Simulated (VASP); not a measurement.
**A VASP 6.6.1 single-point calculation on BaS**

INCAR

```
PREC = Accurate
ISIF = 2
LCHARG = .FALSE.
ALGO = Conjugate
GGA = CA
EDIFF = 1E-7
NELECT = 16.5
LASPH = .TRUE.
NELM = 120
IBRION = -1
ISMEAR = 0
NBANDS = 15
NSW = 0
LWAVE = .FALSE.
SIGMA = 0.01
LREAL = .FALSE.
ENCUT = 520
```

KPOINTS

```
KPOINTS created by Atomic Simulation Environment
0
Gamma
8 8 8
0 0 0
```

POSCAR

```
Ba S
 1.0000000000000000
     0.0000000000000000    3.2117958737464081    3.2117958737464081
     3.2117958737464081    0.0000000000000000    3.2117958737464081
     3.2117958737464081    3.2117958737464081   -0.0000000000000000
 Ba  S
   1   1
Cartesian
 -0.0000000000000000 -0.0000000000000000 -0.0000000000000000
  3.2117958737464081  3.2117958737464081  3.2117958737464081
```

The recommended LDA PAW datasets give the neutral cell 16 valence electrons.

Command

```
mpirun -np 1 vasp_std
```

**Question.** How does this run end, and what does it give?

**Answer.** It converged. Results: pressure 2.8 GPa.

OSZICAR

```
N       E                     dE             d eps       ncg     rms           ort
DAV:   1     0.802481342173E+02    0.80248E+02   -0.82742E+03   435   0.102E+03
DAV:   2    -0.524993378543E+01   -0.85498E+02   -0.79043E+02   435   0.173E+02
DAV:   3    -0.973562049924E+01   -0.44857E+01   -0.44501E+01   435   0.400E+01
DAV:   4    -0.981749621654E+01   -0.81876E-01   -0.81858E-01   435   0.550E+00
DAV:   5    -0.981987222924E+01   -0.23760E-02   -0.23760E-02   435   0.709E-01
SDA:   6    -0.850267116210E+01    0.13172E+01   -0.23760E-02   435   0.297E+01   0.000E+00
CGA:   7    -0.921720182452E+01   -0.71453E+00   -0.71854E+00   435   0.143E+00  -0.608E-01
CGA:   8    -0.927580389609E+01   -0.58602E-01   -0.58904E-01   435   0.383E-01  -0.158E-02
CGA:   9    -0.928743253014E+01   -0.11629E-01   -0.11637E-01   435   0.413E-02  -0.847E-04
CGA:  10    -0.928879997360E+01   -0.13674E-02   -0.13675E-02   435   0.591E-03  -0.693E-06
CGA:  11    -0.928899790973E+01   -0.19794E-03   -0.19795E-03   435   0.124E-03  -0.674E-07
CGA:  12    -0.928905256752E+01   -0.54658E-04   -0.54659E-04   435   0.319E-04  -0.666E-08
CGA:  13    -0.928906769050E+01   -0.15123E-04   -0.15123E-04   435   0.936E-05  -0.814E-09
CGA:  14    -0.928907131124E+01   -0.36207E-05   -0.36210E-05   435   0.165E-05  -0.154E-08
CGA:  15    -0.928907204196E+01   -0.73072E-06   -0.73070E-06   435   0.359E-06   0.969E-09
CGA:  16    -0.928907222748E+01   -0.18552E-06   -0.18531E-06   435   0.144E-06  -0.349E-09
CGA:  17    -0.928907231529E+01   -0.87816E-07   -0.87337E-07   435   0.653E-07   0.146E-09
   1 F= -.92890723E+01 E0= -.92889518E+01  d E =-.241092E-03
```

The cell is charged and sits in a uniform background.

For comparison, a separate LDA run of the intended cell, on usual settings and not on those above, gives a gap of 1.93 eV on its mesh and a pressure of -2.5 GPa.
